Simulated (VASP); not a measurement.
# From an Ansatz input to VASP: ZrO$_{2}$ (strained database structure)

Ansatz input

```yaml
crystal:
  lattice:
    - [3.5290079683, 0.0, 0.0]
    - [0.0, 3.5290079683, 0.0]
    - [0.0, 0.0, 5.1226166181]
  atoms:
    - { symbol: Zr, position: [0.0, 0.0, 0.0] }
    - { symbol: Zr, position: [0.5, 0.5, 0.5] }
    - { symbol: O, position: [0.0, 0.5, 0.2910584848] }
    - { symbol: O, position: [0.0, 0.5, 0.7910584848] }
    - { symbol: O, position: [0.5, 0.0, 0.7089415152] }
    - { symbol: O, position: [0.5, 0.0, 0.2089415152] }
kpoints:
  mp_grid: { grid: [8, 8, 6] }
  band_path:
    path:
      - [0.0, 0.0, 0.0]
      - [0.0, 0.5, 0.0]
      - [0.5, 0.5, 0.0]
      - [0.0, 0.0, 0.5]
      - [0.0, 0.5, 0.5]
      - [0.5, 0.5, 0.5]
    npoints: 1
hamiltonian:
  xc: pbe
scf:
  occupations: { method: fermi_dirac, width: 0.02 }
  n_extra_bands: 5
output:
  forces: true
  stress: true
  eigenvalues: true
  write_density: true
  write_potential: true
  elf: true
  volumetric_format: npy
```

Q: Translate this input to VASP.

A: 

INCAR

```
EDIFF = 1E-7
LASPH = .TRUE.
ISIF = 2
ISMEAR = -1
LWAVE = .FALSE.
PREC = Accurate
LCHARG = .FALSE.
ENCUT = 520
SIGMA = 0.02
LREAL = .FALSE.
NBANDS = 33
GGA = PE
IBRION = -1
NELM = 120
NSW = 0
```

KPOINTS

```
KPOINTS created by Atomic Simulation Environment
0
Gamma
8 8 6
0 0 0
```

KPOINTS_OPT

```
special points
6
Reciprocal
0.0000000000 0.0000000000 0.0000000000 1
0.0000000000 0.5000000000 0.0000000000 1
0.5000000000 0.5000000000 0.0000000000 1
0.0000000000 0.0000000000 0.5000000000 1
0.0000000000 0.5000000000 0.5000000000 1
0.5000000000 0.5000000000 0.5000000000 1
```

POSCAR

```
Zr O
 1.0000000000000000
     3.5290079683000002    0.0000000000000000    0.0000000000000000
     0.0000000000000000    3.5290079683000002    0.0000000000000000
     0.0000000000000000    0.0000000000000000    5.1226166181000004
 Zr  O
   2   4
Cartesian
  0.0000000000000000 -0.0000000000000000  0.0000000000000000
  1.7645039841500005  1.7645039841500005  2.5613083090500006
  0.0000000000000000  1.7645039841500005  1.4909810312869189
 -0.0000000000000000  1.7645039841500005  4.0522893403369196
  1.7645039841500005 -0.0000000000000000  3.6316355868130823
  1.7645039841500005  0.0000000000000000  1.0703272777630817
```

VASP ran with the recommended PBE PAW datasets (48 valence electrons in the cell). Other inputs would serve too.

|  | Ansatz | VASP |
| --- | --- | --- |
| gap between bands v and c | 4.10 eV | 4.10 eV |
| least direct gap | 4.26 eV | 4.25 eV |
| pressure | 17.3 GPa | 17.8 GPa |
| largest force | 0.03 eV/Å | 0.04 eV/Å |

The two codes use different PAW datasets and cutoffs. VASP's cell holds 48 valence electrons and Ansatz's 48. Ansatz's stress includes a Pulay correction; VASP's doesn't.
